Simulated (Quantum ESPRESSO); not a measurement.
# AlCo: phonons with WC

AlCo:

```xyz
2
Lattice="2.8194 0.0000 0.0000 0.0000 2.8194 0.0000 0.0000 0.0000 2.8194" Properties=species:S:1:pos:R:3 pbc="T T T"
Co    1.4097    1.4097    1.4097
Al    0.0000    0.0000    0.0000
```

The cell is a database's computed one.

```
Program             : Quantum ESPRESSO 7.5
Task                : phonons
Functional          : WC
Potentials or basis : PseudoDojo 0.4.1 SR PBE standard
Cutoff              : 1306 eV
Density cutoff      : 5225 eV
k mesh              : 6 × 6 × 6
Occupations         : cold, width 0.2 eV
Spin                : collinear spin, ferromagnetic start
Starting moments    : [2.0, 0.0] μB
Mixing beta         : 0.3
Most SCF iterations : 120
SCF threshold       : 4e-10 Ry
```

The relaxed volume is 11.33 Å³/atom. The relaxed cell is a = 2.830 Å, b = 2.830 Å, c = 2.830 Å, α = 90.00°, β = 90.00°, γ = 90.00°. The space group after relaxing (to 0.05 Å) is Pm-3m (No. 221) and the pressure after relaxing is 0.0 GPa. The band gap on the k mesh is none (metal or under the smearing width), the net moment is 0.00 μB per cell and the absolute moment is 0.00 μB per cell. The valence electrons inside the program's atomic spheres are Co 15.68; Al 1.24. The highest phonon frequency at Γ is 338 cm⁻¹.

Step by step:
```tsv
step	energy change (eV)	largest force (eV/Å)	pressure (GPa)	volume (Å³)
1	0.0000	0.0000	2.24	22.41
2	-0.0018	0.0000	-0.02	22.67
3	-0.0018	0.0000	0.00	22.67
```

Final structure:
```
CELL_PARAMETERS angstrom
2.83001 0.00000 0.00000
0.00000 2.83001 0.00000
0.00000 0.00000 2.83001
ATOMIC_POSITIONS crystal
Co 0.50000 0.50000 0.50000
Al 0.00000 0.00000 0.00000
```

Levels at points of the mesh, in eV from the Fermi level:
Spin up:
| k point | band 8 | band 9 | band 10 | band 11 | band 12 | band 13 |
| --- | --- | --- | --- | --- | --- | --- |
| (0.00, 0.00, 0.00) | -0.84 | -0.84 | -0.84 | 6.03 | 6.03 | 6.03 |
| (0.00, 0.00, -0.50) | -1.75 | -1.75 | -0.72 | 0.16 | 8.44 | 10.67 |
| (0.00, -0.50, -0.50) | -2.75 | -1.54 | -1.54 | -0.27 | 2.42 | 3.65 |
| (-0.50, -0.50, -0.50) | -0.23 | -0.23 | 2.33 | 2.33 | 2.33 | 4.31 |
Spin down:
```
              k point  band 6  band 7  band 8  band 9  band 10  band 11  band 12  band 13  band 14  band 15
   (0.00, 0.00, 0.00)   -3.11   -3.11   -0.84   -0.84    -0.84     6.03     6.03     6.03     8.86     8.86
  (0.00, 0.00, -0.50)   -6.80   -2.50   -1.75   -1.75    -0.72     0.16     8.44    10.67    10.67    11.89
 (0.00, -0.50, -0.50)   -3.22   -2.75   -2.75   -1.54    -1.54    -0.27     2.42     3.65    12.97    15.96
(-0.50, -0.50, -0.50)   -4.05   -4.05   -0.23   -0.23     2.33     2.33     2.33     4.31     5.51     5.51
```

Phonon frequencies in cm⁻¹ (negative: imaginary):
```tsv
q point	frequencies
(0.000, 0.000, 0.000)	-2 -2 -2 338 338 338
```

Optical modes at Γ, degenerate ones joined:
```
cm⁻¹  components  symmetry  active in
 338           3       T1u         IR
```

It took 90 s on 4 MPI ranks on Intel(R) Xeon(R) 6975P-C (Granite Rapids) (shared host), peak memory 0.48 GiB a rank.

Caveat: the k mesh is coarse (spacing up to 0.37 Å⁻¹), so the values aren't converged; the mesh is thin for the phonons of a metal; the potentials were made for another functional, which shifts forces and pressure; the starting moments collapsed, and a magnetic state may lie lower.
